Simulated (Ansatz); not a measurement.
```yaml
crystal:
  lattice:
    - [0.0, 3.0124751563, 3.0124751563]
    - [3.0124751563, 0.0, 3.0124751563]
    - [3.0124751563, 3.0124751563, 0.0]
  atoms:
    - { symbol: Li, position: [0.25, 0.25, 0.25] }
    - { symbol: Li, position: [0.75, 0.75, 0.75] }
    - { symbol: Se, position: [0.0, 0.0, 0.0] }
basis:
  ecutwfc: 420
  ecutrho_ratio: 4
kpoints:
  mp_grid: { grid: [10, 10, 10] }
hamiltonian:
  xc: pbe
scf:
  occupations: { method: gaussian, width: 0.05 }
output:
  forces: true
  stress: true
  eigenvalues: true
```

**Question.** What does this Ansatz input ask for?

**Answer.** It asks for a single-point calculation of Li2Se with PBE (scalar-relativistic), a cutoff of 420 eV (density cutoff 4 times that), a Γ-centred 10×10×10 mesh and Gaussian smearing of 0.05 eV, without spin polarisation. Forces, stress and eigenvalues are wanted.

**Question.** How large is the problem?

**Answer.** 22 valence electrons, 1067 plane waves at Γ, 48 symmetry operations and 47 irreducible k-points; it took 7 SCF iterations in all.

Launched as:
```sh
ansatz run input.yaml --threads 4 --pin off --max-ram 7168MiB --backend cpu --events-out ev --progress --plain --runs-dir out
```

**Question.** About how long does the run take on 4 threads of Arm Neoverse V1 (shared host), and how much memory does it need?

**Answer.** About 0.74 s, with a peak of 0.35 GiB.

The chain of runs began from a cell as deposited in COD, expanded in volume.
